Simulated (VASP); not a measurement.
TiSe2: relaxation of cell and atoms with r2SCAN+rVV10

TiSe2, a slab with vacuum:

```
Se Ti
1.0
     3.53600    0.00000    0.00000
    -1.76800    3.06227    0.00000
     0.00000    0.00000   21.06444
Se Ti
2 1
Direct
  0.66667 0.33333 0.42726
  0.33333 0.66667 0.57274
  0.00000 0.00000 0.50000
```

| Property | Result |
| --- | --- |
| Program | VASP 6.6.1 |
| Task | relaxation of cell and atoms |
| Functional | r2SCAN |
| Dispersion | rVV10 |
| Potentials or basis | VASP PAW PBE potentials, release 64 (Se, Ti_sv) |
| Cutoff | 600 eV |
| k mesh | 12 × 12 × 1 |
| Occupations | gaussian, width 0.03 eV |
| Spin | no spin polarisation |
| Further INCAR settings | ALGO = Normal; EDIFF = 1e-06; IBRION = 2; EDIFFG = -0.01; NSW = 90; ISIF = 3 |

* Relaxed volume: 76.41 Å³/atom
* Relaxed cell: a = 3.545 Å, b = 3.545 Å, c = 21.064 Å, α = 90.00°, β = 90.00°, γ = 120.00°
* Space group after relaxing (to 0.05 Å): P-3m1 (No. 164)
* Energy gained by relaxing: 0.2 meV/atom
* Ionic steps: 4
* Band gap on the k mesh: none (metal or under the smearing width)

Step by step:
```tsv
step	energy change (eV)	largest force (eV/Å)	pressure (GPa)	volume (Å³)
1	0.0000	0.0437	0.01	228.09
2	-0.0003	0.0442	-0.04	228.80
3	-0.0004	0.0444	-0.06	229.21
4	-0.0006	0.0010	0.00	229.22
```

Final structure:
```xyz
3
Lattice="3.5448 0.0000 0.0000 -1.7724 3.0698 0.0000 0.0000 0.0000 21.0644" Properties=species:S:1:pos:R:3 pbc="T T T"
Se    1.7724    1.0233    9.0071
Se    0.0000    2.0466   12.0573
Ti    3.5448    0.0000   10.5322
```

Levels at points of the mesh, in eV from the Fermi level:
| k point | band 8 | band 9 | band 10 | band 11 | band 12 | band 13 | band 14 | band 15 | band 16 |
| --- | --- | --- | --- | --- | --- | --- | --- | --- | --- |
| (0.00, 0.00, 0.00) | -2.64 | -2.64 | -1.61 | 0.21 | 0.21 | 0.40 | 0.40 | 0.92 | 3.50 |
| (0.50, 0.00, 0.00) | -4.38 | -2.96 | -2.72 | -2.16 | -1.42 | 0.00 | 1.33 | 1.74 | 3.35 |

It took 47 min on 1 thread of Intel(R) Xeon(R) 6975P-C (Granite Rapids), on a shared host, peak memory 0.94 GiB.

Caveat: the PAW data sets were made with another functional, which shifts forces and pressure a little. Zero-point motion and thermal expansion aren't in these numbers.
